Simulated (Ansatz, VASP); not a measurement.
H4C in VASP and in Ansatz

```
CELL_PARAMETERS angstrom
2.75917 0.00000 0.00000
0.00000 2.75917 0.00000
0.00000 0.00000 2.75917
ATOMIC_POSITIONS crystal
H 0.00000 0.00000 0.00000
H 0.50000 0.50000 0.00000
H 0.50000 0.00000 0.50000
H 0.00000 0.50000 0.50000
C 0.50000 0.50000 0.50000
```

Alike in both runs: task single point; functional r2SCAN; dispersion rVV10; k mesh 10 × 10 × 10; occupations fermi-dirac, width 0.03 eV; no spin polarisation.

|  | VASP | Ansatz |
| --- | --- | --- |
| version | VASP 6.6.1 | Ansatz 0.2.0 |
| potentials or method | VASP PAW PBE potentials, release 64 (H, C) | plane waves, PAW |
| plane-wave cutoff (eV) | 520 | 500 |
| valence electrons in the cell | 8 | 8 |

|  | VASP | Ansatz | Ansatz less VASP |
| --- | --- | --- | --- |
| pressure (GPa) | -1.2 | -1.0 | +0.18 |

Caveats: the PAW data sets were made with another functional, which shifts forces and pressure a little (VASP).
